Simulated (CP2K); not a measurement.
# Sn under changes of volume

One of the cells (27.650 Å³/atom); the others are scaled copies at fixed shape and fractional positions:

```xyz
2
Lattice="4.4550 0.0000 0.0000 -3.3067 2.9854 0.0000 -0.5741 -1.4927 4.1580" Properties=species:S:1:pos:R:3 pbc="T T T"
Sn    0.0000    0.0000    0.0000
Sn    2.2275    0.0000    2.0790
```

| Property | Result |
| --- | --- |
| Program | CP2K 2026.2 |
| Functional | PBEsol |
| Potentials or basis | POTENTIAL_UZH Sn GTH-PBE-q4; TZVP-MOLOPT-PBE-GTH basis |
| Density cutoff | 6123 eV |
| k mesh | 9 × 9 × 9 |
| Occupations | fermi-dirac, width 0.05 eV |
| Spin | no spin polarisation |

| volume (Å³/atom) | energy over the lowest point (meV/atom) | pressure (GPa) |
| --- | --- | --- |
| 25.991 | 43.00 | 5.9 |
| 26.544 | 25.48 | 4.3 |
| 27.097 | 12.92 | 3.0 |
| 27.650 | 4.79 | 1.8 |
| 28.203 | 0.61 | 0.7 |
| 28.756 | 0.00 | -0.3 |
| 29.309 | ? | ? |

Task: What does the run at 29.309 Å³/atom give?

Result: Energy over the lowest point 2.60 meV/atom; pressure -1.2 GPa.

Worked out: A Birch-Murnaghan fit of order 3 (a polynomial in V^(-2/3)) to the other rows has its minimum at 28.58 Å³/atom with B0 = V·E''(V) = 49 GPa and B' = 4.7 at fixed shape and positions, which overstates the stiffness. It gives 2.56 meV/atom at 29.309 Å³/atom, against the run's 2.60, and -dE/dV = -1.2 GPa, against -1.2.

Energies are extrapolated to zero smearing.

Caveats: the potentials were made for another functional, which shifts forces and pressure; the basis of atomic orbitals isn't converged, which shifts pressures, moduli and gaps.
